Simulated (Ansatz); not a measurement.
AlRu under strain

The calculation used DFT PBE, scalar-relativistic, plane waves, PAW in Ansatz 0.2.0. Settings: 420 eV cutoff, 14×14×14 k-mesh, Gaussian smearing of 0.10 eV, no spin polarisation.

Reference structure (relaxed):

```
Al Ru
1.0
     3.00418    0.00000    0.00000
     0.00000    3.00418    0.00000
     0.00000    0.00000    3.00418
Al Ru
1 1
Direct
  0.00000 0.00000 0.00000
  0.50000 0.50000 0.50000
```

Deformation: all cell vectors scaled alike, the atoms relaxed, all within the symmetry that the strain leaves. Energies are extrapolated to zero smearing. Stress is positive in compression, on the Cartesian axes of the cell above.

Strains computed: -4.5, -3.0, -1.5, +1.5, +3.0, +4.5 %.

Question: At which strain does the energy stand 18.1 meV/atom over the relaxed crystal with σxx = 10.15, σyy = 10.15, σzz = 10.15 GPa?

Answer: -1.5 %.